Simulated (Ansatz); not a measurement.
# Co (P6_3/mmc) in Ansatz: settings compared

The runs below take Co through elastic constants, band structure, with PBEsol, r2SCAN, RPBE, revPBE, HSE03.

Everything below comes from runs of Ansatz 0.2.0. Logs are shortened: lines on timing, memory, paths and dates and some standing lists are left out, and cuts for length are marked.

**1. The structure**

Symmetry: P6_3/mmc, No. 194, hexagonal system. The conventional cell has a = 2.472 Å, b = 2.472 Å, c = 4.021 Å, α = 90.00°, β = 90.00°, γ = 120.00°. Around Co (site symmetry -6m2) lie 12 Co at 2.47 Å.

**2. Elastic constants, PBEsol, collinear spin, ferromagnetic start**

File input.yaml:

```yaml
crystal:
  lattice:
    - [2.4719999032, 0.0, 0.0]
    - [-1.2359999516, 2.1408147143, 0.0]
    - [0.0, 0.0, 4.02114408]
  atoms:
    - { symbol: Co, position: [0.6666666667, 0.3333333333, 0.75], spin: 2.0 }
    - { symbol: Co, position: [0.3333333333, 0.6666666667, 0.25], spin: 2.0 }
hamiltonian:
  xc: pbesol
  pseudopotentials: { kind: paw }
magnetization:
  spin_polarized: true
kpoints:
  mp_grid: { grid: [9, 9, 5] }
scf:
  occupations: { method: fermi_dirac, width: 0.05 }
output:
  forces: true
  stress: true
elastic:
  mode: relaxed_ion
  stencil: two_point
```

Potentials or basis: Ansatz PAW.

On the command line:

```bash
> ansatz run input.yaml --threads 2 --pin off --max-ram 5632MiB --backend cpu --events-out ev --progress --plain --runs-dir out
```

The program printed:

```text
Warning: RAYON_NUM_THREADS=2 ignored (pool sized by the plan → 2); use --threads N
Engine: ansatz 0.2.0, x86_64-unknown-linux-gnu
Pseudopotentials: kind: paw
Pseudopotential: Co, paw, valence charge 17, recommended cutoff 420 eV (normal), Co.paw.azcp
Functional definition: PBEsol
  exchange = pbesol_x
  correlation = pbesol_c
Crystal: 2 atoms, lattice volume = 21.280 Å³
Basis set: ecut = 420 eV, 391 PW (Γ), exchange–correlation on 36×36×54 points (8 copies of the dense FFT grid, shifted against one another)
Bands: 23, of which v1, the nominal top of the filled ones, is band 17 counted from 1 (16 counted from 0)
Symmetry: 24 space group operations
Space group: P63/mmc (ITA 194), of the structure as read, at distance tolerance 2.8e-5 Å
Magnetic group: BNS 194.263 (UNI 1493), of the structure as read, at distance tolerance 2.8e-5 Å
k-points: 36 of 405
Non-local potential: Co, projectors of the file, l = 0: 3, l = 1: 2, l = 2: 3, l = 3: 1
PAW form: soft (Blöchl's): semilocal exchange-correlation on the pseudo side does not see the compensation charge
PAW frozen core: Co, regenerated for the run's functional, and the local potential with it (the file was generated under x = pbe(κ = 0.804, μ = 0.2195149727645171), c = pbe(β = 0.06672455060314922))
PAW one-centre angular grid: Co, 590 points (default); XC on 64 Gauss nodes
Initial density: superposition of atomic densities (chi_scale 0.1, normalization cell)
Starting moments: Σ|m| = 4 μB on 2 of 2 sites
Initial wavefunctions: pseudopotential atomic-orbital guess
Functional: x = pbesol(κ = 0.804, μ = 0.12345679012345678), c = pbesol(β = 0.046)
SCF 1 converged in 11 iterations: F = -10185.981619 eV  dr2 = 3.55e-10
a single point of the input's cell can leave the moments in the input for a lower state (scf.lower_state_search): this run first made a single point of its cell. This run's own SCFs start from the density of the state that the single point found, with the moments in the input. The single point stayed on the moments in the input.
Initial density: read from a saved state, or passed on in memory by an earlier SCF of this step, an earlier step, the calling program or the single point that the run made first
Stability of the state it starts from, as read at its close in the collinear treatment: not read negative (Ritz values of 1 − χ₀K, real part plus size of imaginary part, from 0.75 to 0.79, by its mixing steps under the symmetry group of the SCF that read it); its run was given moments
Starting moments: Σ|m| = 4 μB on 2 of 2 sites; this step starts from the density that it was given
iter 1 solved again at ethr=4.18e-9 eV; its pass at ethr=3.10e-3 eV (dr2=1.42e-6 eV) is discarded
SCF iter   1: F=—  HF=-10185.981619 eV  |F-HF|=—  |Δ(HF+E_count)|=         —  Δρ=1.56e-6 (↑1.42e-6 ↓1.56e-6)  dr2=1.87e-11  dr2_m=4.23e-10  M=3.067 μB ∫|m|=3.375 μB  β_m=0.65  ethr=4.18e-9  ⟨swp⟩=3.9  Hψ=11819  notcnv=0
eigensolver tolerance schedule: the retry pair's looser diagonalisation over-reported the residual by 76025.98 of it (diagonalisation noise at 0.11 of the residual, at the tolerance the schedule requests for it); recorded, not acted on — ethr = c·dr2/N_el stays at c = 1.0e-1
preconditioner: auto → none  [metal: Δε(μ)=0.014 eV  Ē_g=9.630 eV  σ=0.050 eV  W_gap=0.07  n_scr=2 (ndim 8)  ℏωp=34.2 eV  f_vac=0.000  D(μ)=2.17/eV (n_scr^D=34)]
SCF iter   2: F=—  HF=-10185.981619 eV  |F-HF|=—  |Δ(HF+E_count)|=  5.62e-10  Δρ=8.77e-7 (↑2.60e-7 ↓8.77e-7)  dr2=6.05e-11  dr2_m=6.01e-11  M=3.067 μB ∫|m|=3.375 μB  β_m=0.65  ethr=5.50e-14 (applied; sched 1.00e-12)  ⟨swp⟩=3.4  Hψ=3989  notcnv=0
SCF iter   3: F=—  HF=-10185.981619 eV  |F-HF|=—  |Δ(HF+E_count)|=  1.22e-10  Δρ=7.60e-7 (↑7.60e-7 ↓3.23e-7)  dr2=1.14e-10  dr2_m=9.75e-12  M=3.067 μB ∫|m|=3.375 μB  β_m=0.49  ethr=1.78e-13 (applied; sched 1.00e-12)  ⟨swp⟩=2.0  Hψ=2915  notcnv=0
SCF iter   4: F=—  HF=-10185.981619 eV  |F-HF|=—  |Δ(HF+E_count)|=  5.46e-11  Δρ=6.67e-8 (↑6.40e-8 ↓6.67e-8)  dr2=1.70e-13  dr2_m=7.59e-13  M=3.067 μB ∫|m|=3.375 μB  β_m=0.60  ethr=3.37e-13 (applied; sched 1.00e-12)  ⟨swp⟩=2.3  Hψ=2463  notcnv=0
SCF iter   5: F=—  HF=-10185.981619 eV  |F-HF|=—  |Δ(HF+E_count)|=  1.09e-11  Δρ=4.37e-8 (↑4.37e-8 ↓2.83e-8)  dr2=5.85e-13  dr2_m=2.01e-14  M=3.067 μB ∫|m|=3.375 μB  β_m=0.80  ethr=4.99e-16 (applied; sched 1.00e-12)  ⟨swp⟩=2.2  Hψ=2871  notcnv=0
SCF iter   6: F=—  HF=-10185.981619 eV  |F-HF|=—  |Δ(HF+E_count)|=  1.82e-12  Δρ=1.40e-8 (↑1.40e-8 ↓9.88e-9)  dr2=8.08e-14  dr2_m=1.22e-15  M=3.067 μB ∫|m|=3.375 μB  β_m=0.90  ethr=1.72e-15 (applied; sched 1.00e-12)  ⟨swp⟩=2.3  Hψ=2858  notcnv=0
SCF iter   7: F=-10185.981619 eV  HF=-10185.981619 eV  |F-HF|=3.64e-12  |Δ(HF+E_count)|=    0.00e0  Δρ=1.13e-8 (↑1.13e-8 ↓8.47e-9)  dr2=5.00e-14  dr2_m=4.53e-16  M=3.067 μB ∫|m|=3.375 μB  ethr=1.00e-12  ⟨swp⟩=2.2  Hψ=5113  notcnv=0
SCF 2 converged in 7 iterations: F = -10185.981619 eV  dr2 = 5.00e-14
Crystal: 2 atoms, lattice volume = 21.238 Å³
Symmetry: 8 space group operations
k-points: 75 of 405
Initial density: handed on by an earlier stage of this run
Initial wavefunctions: pseudopotential atomic-orbital guess (no wavefunctions were taken with the density)
iter 1 solved again at ethr=1.02e-4 eV; its pass at ethr=3.10e-3 eV (dr2=3.48e-2 eV) is discarded
SCF iter   1: F=—  HF=-10185.991665 eV  |F-HF|=—  |Δ(HF+E_count)|=         —  Δρ=1.04e-2 (↑1.04e-2 ↓9.85e-3)  dr2=3.49e-2  dr2_m=1.81e-4  M=3.066 μB ∫|m|=3.372 μB  β_m=0.30  ethr=1.02e-4  ⟨swp⟩=1.0  Hψ=17654  notcnv=0
preconditioner: auto → none  [metal: Δε(μ)=0.010 eV  Ē_g=9.623 eV  σ=0.050 eV  W_gap=0.05  n_scr=8 (ndim 8)  ℏωp=34.2 eV  f_vac=0.000  D(μ)=2.14/eV (n_scr^D=22)]
[... 132 lines left out ...]
SCF iter   6: F=—  HF=-10185.981590 eV  |F-HF|=—  |Δ(HF+E_count)|=   5.50e-7  Δρ=3.40e-5 (↑2.73e-5 ↓3.40e-5)  dr2=3.30e-7  dr2_m=3.26e-8  M=3.067 μB ∫|m|=3.375 μB  β_m=0.74  ethr=5.51e-9  ⟨swp⟩=2.3  Hψ=7070  notcnv=0
SCF iter   7: F=—  HF=-10185.981589 eV  |F-HF|=—  |Δ(HF+E_count)|=   4.74e-8  Δρ=4.99e-6 (↑4.33e-6 ↓4.99e-6)  dr2=7.92e-9  dr2_m=9.43e-10  M=3.067 μB ∫|m|=3.375 μB  β_m=0.84  ethr=9.70e-10  ⟨swp⟩=2.5  Hψ=8214  notcnv=0
SCF iter   8: F=—  HF=-10185.981589 eV  |F-HF|=—  |Δ(HF+E_count)|=  8.04e-10  Δρ=5.42e-7 (↑5.42e-7 ↓5.06e-7)  dr2=9.69e-11  dr2_m=9.75e-12  M=3.067 μB ∫|m|=3.375 μB  β_m=0.83  ethr=2.33e-11  ⟨swp⟩=2.4  Hψ=7997  notcnv=0
SCF iter   9: F=—  HF=-10185.981589 eV  |F-HF|=—  |Δ(HF+E_count)|=  3.64e-12  Δρ=1.31e-7 (↑1.31e-7 ↓1.04e-7)  dr2=4.38e-12  dr2_m=8.33e-13  M=3.067 μB ∫|m|=3.375 μB  β_m=0.82  ethr=2.85e-13 (applied; sched 1.00e-12)  ⟨swp⟩=2.3  Hψ=8191  notcnv=0
SCF iter  10: F=—  HF=-10185.981589 eV  |F-HF|=—  |Δ(HF+E_count)|=  3.64e-12  Δρ=3.62e-8 (↑3.62e-8 ↓2.69e-8)  dr2=1.43e-12  dr2_m=3.28e-14  M=3.067 μB ∫|m|=3.375 μB  β_m=0.70  ethr=1.29e-14 (applied; sched 1.00e-12)  ⟨swp⟩=2.0  Hψ=7382  notcnv=0
SCF iter  11: F=—  HF=-10185.981589 eV  |F-HF|=—  |Δ(HF+E_count)|=    0.00e0  Δρ=1.48e-8 (↑1.48e-8 ↓1.27e-8)  dr2=1.53e-13  dr2_m=1.89e-14  M=3.067 μB ∫|m|=3.375 μB  β_m=0.66  ethr=4.19e-15 (applied; sched 1.00e-12)  ⟨swp⟩=2.0  Hψ=7244  notcnv=0
SCF iter  12: F=-10185.981589 eV  HF=-10185.981589 eV  |F-HF|=1.82e-12  |Δ(HF+E_count)|=  1.82e-12  Δρ=4.37e-9 (↑2.38e-9 ↓4.37e-9)  dr2=5.84e-15  dr2_m=1.75e-15  M=3.067 μB ∫|m|=3.375 μB  ethr=1.00e-12  ⟨swp⟩=3.4  Hψ=14264  notcnv=0
SCF 15 converged in 12 iterations: F = -10185.981589 eV  dr2 = 5.84e-15
relax step   1: F+E_penalty+E_count = -10185.98158950 eV  Δ(F+E_penalty+E_count) = +0.000e0 eV  max|allowed force component| = 4.137e-5 eV/Å  Δτ_max = 0.0000 Å  (12 SCF iters, accepted)
iter 1 solved again at ethr=1.00e-12 eV; its pass at ethr=3.10e-3 eV (dr2=2.92e-14 eV) is discarded
SCF iter   1: F=—  HF=-10185.981589 eV  |F-HF|=—  |Δ(HF+E_count)|=         —  Δρ=4.35e-9 (↑2.39e-9 ↓4.35e-9)  dr2=5.75e-15  dr2_m=1.75e-15  M=3.067 μB ∫|m|=3.375 μB  β_m=0.30  ethr=1.00e-12  ⟨swp⟩=2.6  Hψ=23946  notcnv=0
SCF iter   2: F=-10185.981589 eV  HF=-10185.981589 eV  |F-HF|=0.00e0  |Δ(HF+E_count)|=  1.82e-12  Δρ=2.51e-9 (↑2.51e-9 ↓2.36e-9)  dr2=1.96e-16  dr2_m=1.07e-15  M=3.067 μB ∫|m|=3.375 μB  ethr=1.00e-12  ⟨swp⟩=3.9  Hψ=16063  notcnv=0
SCF 16 converged in 2 iterations: F = -10185.981589 eV  dr2 = 1.96e-16
SCF converged after 7 iterations
Magnetization: 3.0667 μB (18.5334 up, 15.4666 down)
Absolute magnetization: 3.3765 μB (∫|ρ↑−ρ↓|, with the PAW one-centre terms)
Spin contamination: 0.0479 ħ² per cell (⟨S²⟩ above its minimum at these occupations)
Per-site moments (μB) at R_I (Å): [(1.6041844730281327, 1.017072079847606), (1.604184473028133, 1.017072079847606)]
Free energy (F): -10185.981619 eV
Harris-Foulkes:  -10185.981619 eV  (|F-HF|=3.64e-12)
Internal energy: -10185.964645 eV  (E = F + TS)
E sigma→0 (E₀):  -10185.973132 eV
Entropy (-TS):   -0.016974 eV (-8.487 meV/atom)
Fermi energy:    18.978058 eV
--- Per-component energies (eV) ---
  E_band       = -476.365490
  E_kinetic    = 908.538385
  E_local      = -5608.419515  (includes V_loc(G=0)·N_el)
  E_nonlocal   = 911.119441
  E_hartree    = 2347.721408
  E_xc         = -315.800111
  E_vxc        = -409.423301  (∫ρ·V_xc dr)
  E_paw        = -2964.948162  (= ΣΔE_a)
  E_vpaw       = -973.623455  (= ΣTr[D̂ρ^β])
  E_aug_tail   = 0.000117  (compensation charges beyond the density's cutoff)
  E_ewald      = -5464.553046
  E_core_change = 0.376838  (= ΣΔE_core)
  E_smearing   = -0.016974  (= −TS)
  E_closure    = 0.000000  (closes the sum)
  Σ components = -10185.981619   (vs F -10185.981619, Δ=0.00e0)
--- Forces (eV/Å), atoms counted from 1 ---
  atom   1  Co     0.00000000    -0.00000000     0.00000000
  atom   2  Co     0.00000000     0.00000000     0.00000000
  max |Σ_I F_I| component: 9.25e-18 eV/Å
--- Stress (GPa, compression-positive) ---
       -6.530669       0.000000       0.000000
       -0.000000      -6.530669       0.000000
        0.000000       0.000000      -7.472988
  P = ⅓ Tr σ = -6.8448 GPa (-68.448 kbar)
--- Band table (eV; the first three rows and the last of 72) ---
  k-point 0 ↑: bands = ["-76.7653", "-76.7037", "-40.3163", "-40.0016", "-40.0016", "-39.9628", "-39.9514", "-39.9514", "9.7687", "13.6786", "16.3201", "16.3790", "16.3790", "16.7017", "16.7017", "17.0834", "17.0834", "18.2161", "18.2161", "18.6506", "25.3512", "40.9072", "43.5565"]
  k-point 1 ↑: bands = ["-76.7594", "-76.7096", "-40.2830", "-39.9970", "-39.9969", "-39.9969", "-39.9562", "-39.9562", "10.1722", "13.5523", "16.2170", "16.2980", "16.2980", "16.5976", "16.5976", "17.3083", "17.3083", "17.4138", "18.1878", "18.1878", "27.4196", "40.5148", "41.6369"]
  k-point 2 ↑: bands = ["-76.7441", "-76.7250", "-40.1955", "-40.0862", "-39.9843", "-39.9843", "-39.9688", "-39.9688", "11.2991", "12.7477", "16.0146", "16.1430", "16.2681", "16.2681", "16.3949", "16.3949", "17.7113", "17.7113", "18.0359", "18.0359", "31.5433", "36.2882", "41.3176"]
  k-point 35 ↓: bands = ["-74.7357", "-74.7357", "-38.3377", "-38.3377", "-38.2866", "-38.2515", "-38.1113", "-38.1113", "16.1653", "16.2699", "16.2755", "16.2755", "17.1632", "17.1632", "18.5904", "18.9712", "20.0394", "20.0394", "25.3434", "25.3434", "26.2500", "28.0029", "29.5053"]
--- Elastic constants: 3 strain directions × 2 members + reference (group order 24) ---
  dense FFT box of the reference and of every strained cell: 18×18×27
  strains applied: 11, 33, 23; error gains: componentwise 1.00 (the most a stress slope's error grows in a printed constant), spectral 1.41 (1 for all six strains in a standard setting)
  C = ∂σ_k/∂η_j (tension-positive GPa; Voigt order 11 22 33 23 13 12):
       380.050    177.261    117.410      0.000      0.000      0.000
       177.261    380.050    117.410      0.000      0.000      0.000
       116.627    116.627    403.669      0.000      0.000      0.000
         0.000      0.000      0.000    100.263     -0.000      0.000
         0.000      0.000      0.000     -0.000    100.263      0.000
         0.000     -0.000      0.000      0.000      0.000    101.394
  reference stress σ⁰ (GPa):      6.531      6.531      7.473     -0.000     -0.000      0.000
  C* (energy form; C + prestress term) asymmetry max|C*_kj − C*_jk| = 1.598e-1 GPa — a small one proves nothing (zero by symmetry where the batch's group is 432, −43m or m−3m); a large one is finite-difference/SCF noise where every solve meets its electron count
  moduli (Voigt/Reuss/Hill, GPa): K = 220.71/220.37/220.54   G = 110.55/107.82/109.18   E = 281.15   ν = 0.288
  mechanically stable: yes (min eigenvalue of sym C = 100.26 GPa)
  strain η (Voigt 11):  stress-route row diagonal C_11 = 380.05 GPa, energy-path curvature d²(F+E_count+ΔE)/dδ²/Ω₀ = 379.37 GPa
         δ    σ_11 (GPa)             F (eV)   n_scf  n_hpsi   n_pw
    -2.000e-3       5.7622      -10185.9832456       2   28373    426   relax 3 steps, max|allowed force component| 9.22e-6 eV/Å
     2.000e-3       7.2824      -10185.9797836       2   28235    430   relax 3 steps, max|allowed force component| 1.15e-7 eV/Å
  strain η (Voigt 33):  stress-route row diagonal C_33 = 403.67 GPa, energy-path curvature d²(F+E_count+ΔE)/dδ²/Ω₀ = 403.82 GPa
         δ    σ_33 (GPa)             F (eV)   n_scf  n_hpsi   n_pw
    -2.000e-3       6.6575      -10185.9835058       9   31354    426   relax 0 steps, max|allowed force component| 0.00e0 eV/Å
     2.000e-3       8.2722      -10185.9795143       7   27365    426   relax 0 steps, max|allowed force component| 7.63e-17 eV/Å
  strain η (Voigt 23):  stress-route row diagonal C_44 = 100.26 GPa, energy-path curvature d²(F+E_count+ΔE)/dδ²/Ω₀ = 96.78 GPa
         δ    σ_23 (GPa)             F (eV)   n_scf  n_hpsi   n_pw
    -2.000e-3      -0.2005      -10185.9815895       2   43840    426   relax 1 steps, max|allowed force component| 4.14e-5 eV/Å
     2.000e-3       0.2005      -10185.9815895       2   43229    426   relax 1 steps, max|allowed force component| 4.14e-5 eV/Å
```

Run time: 44 s. Hardware: 2 threads of Intel Xeon at 2.70GHz, shared host; peak memory 0.42 GiB.

What came out:

```
Free energy            : -10185.9816 eV
Pressure               : -6.8 GPa
Band gap on the k mesh : none (metal or under the smearing width)
Net moment             : 3.07 μB per cell
Absolute moment        : 3.38 μB per cell
Site moments           : Co +1.60 μB
Voigt bulk modulus     : 221 GPa
```

Levels at points of the mesh, in eV from the Fermi level:
Spin up:
| k point | band 14 | band 15 | band 16 | band 17 | band 18 | band 19 | band 20 | band 21 | band 22 | band 23 |
| --- | --- | --- | --- | --- | --- | --- | --- | --- | --- | --- |
| (0.00, 0.00, 0.00) | -2.28 | -2.28 | -1.89 | -1.89 | -0.76 | -0.76 | -0.33 | 6.37 | 21.93 | 24.58 |
Spin down:
```tsv
k point	band 13	band 14	band 15	band 16	band 17	band 18
(0.00, 0.00, 0.00)	-1.05	-0.68	-0.68	-0.33	-0.19	-0.19
```

Elastic tensor in Voigt notation (GPa, in the Cartesian axes of the cell as first typed):
```
380 177 117   0   0   0
177 380 117   0   0   0
117 117 404   0   0   0
  0   0   0 100   0   0
  0   0   0   0 100   0
  0   0   0   0   0 101
```

Caveat: the cell is more than 3 GPa from zero pressure, which shifts response properties; elastic constants of metals need much finer meshes, so these are rough; the PAW data sets come from PBE, with cores solved anew for the run's functional, which leaves a small shift of forces and pressure.

[end of part 1 of 2]
